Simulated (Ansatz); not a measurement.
LiI (rock salt)

```yaml
crystal:
  lattice:
    - [0.00000, 3.00909, 3.00909]
    - [3.00909, 0.00000, 3.00909]
    - [3.00909, 3.00909, 0.00000]
  atoms:
    - { symbol: I, position: [0.00000, 0.00000, 0.00000] }
    - { symbol: Li, position: [0.50000, 0.50000, 0.50000] }
```

The slice is a {110} plane (indices of the conventional cell) through the point (0.500, 0.500, 0.500) (fractional), spanned by u = [100] and v = [1 -1 -1] in vectors of this cell: u (4.26 Å) and v (6.02 Å, at 90° to u). It covers one period; positions are fractions (u, v).

Computed with r2SCAN (plane waves to 500 eV, PAW, scalar-relativistic; Ansatz, a program for electronic structure). k mesh 10×10×10. Inside the PAW spheres the values are not all-electron values, and peaks at nuclei hang on which shells count as valence. LiI was relaxed with its symmetry unable to fall. Spin-orbit coupling is left out, though I is heavy.

Task: Sketch the electron localisation function (ELF) on this plane as a map.

Result: 
```
|xxxx..                    xx|
|--                          |
|                            |
|**++--..              ..--++|
|@@@@%%++::          ::++%%@@|
|@@@@@@%%**::      ::**%%@@@@|
|%%%%%%@@%%++      ++%%@@%%%%|
|++**##%%@@##..  ..##@@%%##**|
|xxxx**%%@@%%::  ::%%@@%%**xx|
|xxxx++%%@@%%::  ::%%@@%%++xx|
|xxxx**%%@@%%::  ::%%@@%%**xx|
|++**##%%@@##..  ..##@@%%##**|
|%%%%%%@@%%++      ++%%@@%%%%|
|@@@@@@%%**::      ::**%%@@@@|
|@@@@%%++::          ::++%%@@|
|**++--..              ..--++|
|                            |
|--                          |
|xxxx                    ..xx|
|xxxx==                  ==xx|
```
Scale: ten equal steps from 0.01 (start of ' ') to 0.79 (end of '@'), in the order ' .:-=+*#%@'. Values: electron localisation function (ELF). The map has 14 points along u (two characters each, u = 0 at the left) and 20 along v (v = 0 in the bottom row). Points within 0.5 Å of a nucleus are blanked (x), as the pseudised field means little there.
